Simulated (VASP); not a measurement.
## VASP 6.6.1 run: SrO

INCAR

```
MAGMOM = -3 3
GGA = PE
ISIF = 2
NELM = 59
SIGMA = 0.02
LASPH = .TRUE.
ALGO = Fast
PREC = Accurate
NSW = 0
ISPIN = 2
IBRION = -1
LREAL = .TRUE.
ENCUT = 520
LWAVE = .FALSE.
NBANDS = 15
ISMEAR = -1
LCHARG = .FALSE.
EDIFF = 1E-7
```

KPOINTS

```
KPOINTS created by Atomic Simulation Environment
0
Gamma
8 8 8
0 0 0
```

POSCAR

```
Sr O
 1.0000000000000000
     0.0000000000000000    2.5540934026000000    2.5540934026000000
     2.5540934026000000    0.0000000000000000    2.5540934026000000
     2.5540934026000000    2.5540934026000000    0.0000000000000000
 Sr  O
   1   1
Cartesian
  0.0000000000000000  0.0000000000000000  0.0000000000000000
  2.5540934026000000  2.5540934026000000  2.5540934026000000
```

The recommended PBE PAW datasets give the neutral cell 16 valence electrons.

Command

```
mpirun -np 1 vasp_std
```

OSZICAR

```
N       E                     dE             d eps       ncg     rms          rms(c)
DAV:   1     0.713866704634E+02    0.71387E+02   -0.85070E+03  1740   0.105E+03
DAV:   2    -0.687264926947E+01   -0.78259E+02   -0.71243E+02  2456   0.219E+02
DAV:   3    -0.973911403275E+01   -0.28665E+01   -0.28517E+01  2288   0.384E+01
DAV:   4    -0.979559666992E+01   -0.56483E-01   -0.56480E-01  2144   0.503E+00
DAV:   5    -0.979701597680E+01   -0.14193E-02   -0.14193E-02  2203   0.656E-01    0.266E+01
RMM:   6    -0.119384506823E+02   -0.21414E+01   -0.49741E+00  1761   0.115E+01    0.187E+01
RMM:   7    -0.120216995063E+02   -0.83249E-01   -0.25534E-01  1887   0.331E+00    0.117E+01
RMM:   8    -0.120095486845E+02    0.12151E-01   -0.48156E-02  2042   0.203E+00    0.535E+00
RMM:   9    -0.120139761810E+02   -0.44275E-02   -0.26415E-02  2194   0.151E+00    0.775E-01
RMM:  10    -0.120146429591E+02   -0.66678E-03   -0.42539E-03  2321   0.377E-01    0.259E-01
RMM:  11    -0.120150149692E+02   -0.37201E-03   -0.11098E-03  2241   0.203E-01    0.214E-01
RMM:  12    -0.120151615298E+02   -0.14656E-03   -0.37221E-04  2297   0.109E-01    0.671E-02
RMM:  13    -0.120151774435E+02   -0.15914E-04   -0.94109E-05  2449   0.488E-02    0.271E-02
RMM:  14    -0.120151829639E+02   -0.55205E-05   -0.27604E-05  2381   0.346E-02    0.147E-02
RMM:  15    -0.120151845751E+02   -0.16112E-05   -0.75417E-06  2515   0.151E-02    0.576E-03
RMM:  16    -0.120151849420E+02   -0.36693E-06   -0.23548E-06  2384   0.756E-03    0.214E-03
RMM:  17    -0.120151851978E+02   -0.25575E-06   -0.69823E-07  2108   0.423E-03    0.868E-04
RMM:  18    -0.120151852712E+02   -0.73452E-07   -0.25579E-07  1724   0.247E-03
   1 F= -.12015185E+02 E0= -.12015185E+02  d E =-.161663E-13  mag=     0.0000
```

It converged. Results: pressure -8.7 GPa; magnetic moment of the cell 0.00 μB.

These settings aren't sound, so the numbers aren't properties of the crystal.

On sound settings PBE gives a gap of 3.25 eV on its mesh and a pressure of 5.4 GPa for the intended cell.

The run took about 41 s on one core of a shared host (Intel Xeon Platinum 8488C) and held 0.18 GiB at most.
